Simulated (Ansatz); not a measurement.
Runs of Ansatz 0.2.0 on SnTe. The structure is cubic, space group F-43m (No. 216). The conventional cell has a = 7.222 Å, b = 7.222 Å, c = 7.222 Å, α = 90.00°, β = 90.00°, γ = 90.00°. Te (site symmetry -43m) is surrounded by 4 Sn at 3.13 Å. Around Sn (site symmetry -43m) lie 4 Te at 3.13 Å. Measurements of this composition are mostly on another form, of space group No. 225.

```csv
task,level,potentials or basis,cell,k mesh,cutoff (eV),smearing,basis error allowed,gap on the mesh (eV),pressure (GPa)
band structure,LDA,"all-electron LAPW, scalar-relativistic","atoms moved at random, drawn with an rms of 0.1 Å",7 × 7 × 7,195,gaussian 0.1 eV,0.001 eV/atom,(a),-2.2
single point,PBEsol,"all-electron LAPW, scalar-relativistic",as given,7 × 7 × 7,189,fermi-dirac 0.05 eV,0.001 eV/atom,0.29,-1.4
single point,HSE06,all-electron PAW datasets made for the crystal,as given,6 × 6 × 6,270,fermi-dirac 0.05 eV,-,0.59,-
phonons,PBEsol,"all-electron LAPW, scalar-relativistic",as given,7 × 7 × 7,205,fermi-dirac 0.05 eV,0.001 eV/atom,0.29,-
band structure,PBEsol,"all-electron LAPW, inner shells corrected to Dirac's equation",as given,7 × 7 × 7,189,fermi-dirac 0.05 eV,0.001 eV/atom,0.29,-1.4
```

Alike in all rows: no spin polarisation.

Estimate the missing entries.

(a) 0.24.

Caveats: spin-orbit coupling is left out, which moves the levels of the heavy elements; the mesh misses the band edges, which the band path finds closer together (some runs); an odd mesh through Γ misses points on the zone boundary, where band edges often lie (some runs); a metal's response needs a denser mesh (some runs).

A k mesh can miss the band edges, and the runs leave out spin-orbit coupling on Sn, Te.

Not every run made on this cell is shown here.
